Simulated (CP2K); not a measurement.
Crystal: NbAs.

```
CELL_PARAMETERS angstrom
3.45170 0.00000 0.00000
0.00000 3.45170 0.00000
-1.72585 -1.72585 5.84000
ATOMIC_POSITIONS crystal
Nb 0.00000 0.50000 0.00000
Nb 0.25000 0.25000 0.50000
As 0.58400 0.08400 0.16800
As 0.83400 0.83400 0.66800
```

Base run:

```yaml
Program: CP2K 2026.2
Functional: PBEsol
Potentials_or_basis: POTENTIAL_UZH Nb GTH-PBE-q13, As GTH-PBE-q5; TZVP-MOLOPT-PBE-GTH basis
Density_cutoff: 9184 eV
k_mesh: 8 × 8 × 8
Occupations: fermi-dirac, width 0.05 eV
Spin: no spin polarisation
```

Its results: pressure 1.4 GPa; largest force 0.314 eV/Å.

**Question.** After a change of settings the same cell gave: pressure 7.2 GPa; largest force 0.269 eV/Å. Which change was it?
A. functional from PBEsol to rev-vdW-DF2
B. functional from PBEsol to TASK
C. functional from PBEsol to vdW-DF-cx
D. functional from PBEsol to LDA

**Answer.** B.

Caveats: the potentials were made for another functional, which shifts forces and pressure; the basis of atomic orbitals isn't converged, which shifts pressures, moduli and gaps.

Runs at the PBE level aren't shown here.
